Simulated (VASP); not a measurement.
Write the native input for VASP 6.6.1 that does the following.

* Task: band structure
* Functional: TPSS
* Potentials or basis: VASP PAW PBE potentials, release 64 (Nb_sv)
* Cutoff: 520 eV
* k mesh: 11 × 11 × 11
* Occupations: fermi-dirac, width 0.05 eV
* Spin: no spin polarisation
* Further INCAR settings: ALGO = Normal; EDIFF = 1e-06; NBANDS = 12

The structure of Nb lies in POSCAR:

```
Nb
1.0
   -1.6639500000      1.6639500000      1.6639500000
    1.6639500000     -1.6639500000      1.6639500000
    1.6639500000      1.6639500000     -1.6639500000
Nb
1
Direct
    0.0000000000      0.0000000000      0.0000000000
```

One way to write it, as run:

INCAR

```
SYSTEM = Nb
PREC = Accurate
ENCUT = 520
EDIFF = 1E-6
ISMEAR = -1
SIGMA = 0.05
LREAL = .FALSE.
LASPH = .TRUE.
NELM = 100
ALGO = Normal
ISIF = 2
LWAVE = .FALSE.
LCHARG = .FALSE.
LMAXMIX = 4
METAGGA = TPSS
LMIXTAU = .TRUE.
NBANDS = 12
```

KPOINTS

```
regular mesh
0
G
  11 11 11
  0 0 0
```

KPOINTS_OPT

```
path GHNGPH,PN
20
line-mode
reciprocal
 0.0000000000  0.0000000000  0.0000000000  G
 0.5000000000 -0.5000000000  0.5000000000  H

 0.5000000000 -0.5000000000  0.5000000000  H
 0.0000000000  0.0000000000  0.5000000000  N

 0.0000000000  0.0000000000  0.5000000000  N
 0.0000000000  0.0000000000  0.0000000000  G

 0.0000000000  0.0000000000  0.0000000000  G
 0.2500000000  0.2500000000  0.2500000000  P

 0.2500000000  0.2500000000  0.2500000000  P
 0.5000000000 -0.5000000000  0.5000000000  H

 0.2500000000  0.2500000000  0.2500000000  P
 0.0000000000  0.0000000000  0.5000000000  N
```

Potentials or basis: VASP PAW PBE potentials, release 64 (Nb_sv).

Command:

```sh
$ cat potpaw_PBE.64/Nb_sv/POTCAR > POTCAR
$ mpirun -np 1 vasp_std > vasp.out
```

It gave:

```json
{
 "Pressure": "-4.4 GPa",
 "Band gap along the path": "none (metal or under the smearing width)"
}
```

Caveat: the PAW data sets were made with another functional, which shifts forces and pressure a little.

Wall time 76 s on 1 thread of Intel(R) Xeon(R) Platinum 8375C CPU @ 2.90GHz (Ice Lake), on a shared host, peak memory 0.16 GiB.
